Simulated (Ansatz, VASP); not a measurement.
## Zr: VASP beside Ansatz

File INCAR:

```
PREC = Accurate ; ENCUT = 520
EDIFF = 1E-7 ; ISMEAR = -1
SIGMA = 0.1 ; LREAL = F
LASPH = T ; NELM = 80
ALGO = Normal ; ISIF = 2
LWAVE = F ; LCHARG = F
GGA = CA ; NBANDS = 19
```

KPOINTS

```
Automatic mesh
0
Gamma
  14 14 8
```

File POSCAR:

```
Zr
1.0
    2.8544553761      0.0000000000      0.0000000000
   -1.4272276880      2.4720308697      0.0000000000
    0.0000000000      0.0000000000      4.9416670538
Zr
2
Direct
    0.3333333333      0.6666666667      0.2500000000
    0.6666666667      0.3333333333      0.7500000000
```

Input for Ansatz:

```yaml
crystal:
  lattice:
    - [2.8544553761, 0.0, 0.0]
    - [-1.427227688, 2.4720308697, 0.0]
    - [0.0, 0.0, 4.9416670538]
  atoms:
    - { symbol: Zr, position: [0.3333333333, 0.6666666667, 0.25] }
    - { symbol: Zr, position: [0.6666666667, 0.3333333333, 0.75] }
kpoints:
  mp_grid: { grid: [14, 14, 8] }
scf:
  occupations: { method: fermi_dirac, width: 0.1 }
hamiltonian:
  xc: lda
  pseudopotentials: { kind: paw }
output:
  forces: true
  stress: true
  eigenvalues: true
  populations: true
```

Change from the starting cell: volume scaled by 0.8, PAW files.

Alike in both runs: task single point; functional LDA; k mesh 14 × 14 × 8; occupations fermi-dirac, width 0.1 eV; no spin polarisation.

|  | VASP | Ansatz |
| --- | --- | --- |
| version | VASP 6.6.1 | Ansatz 0.2.0 |
| potentials or method | VASP PAW LDA potentials, release 64 (Zr_sv) | PAW with Ansatz's default frozen-core files, scalar-relativistic |
| plane-wave cutoff (eV) | 520 | 420 |
| valence electrons in the cell | 24 | 24 |

Ansatz gave:

* pressure (GPa): 31.5

Q: Which values does VASP return?

A: Pressure (GPa): 31.8.

Caveats: so large a pressure means that the cell lies far from this level's equilibrium, or that cutoff or potentials fall short (VASP).
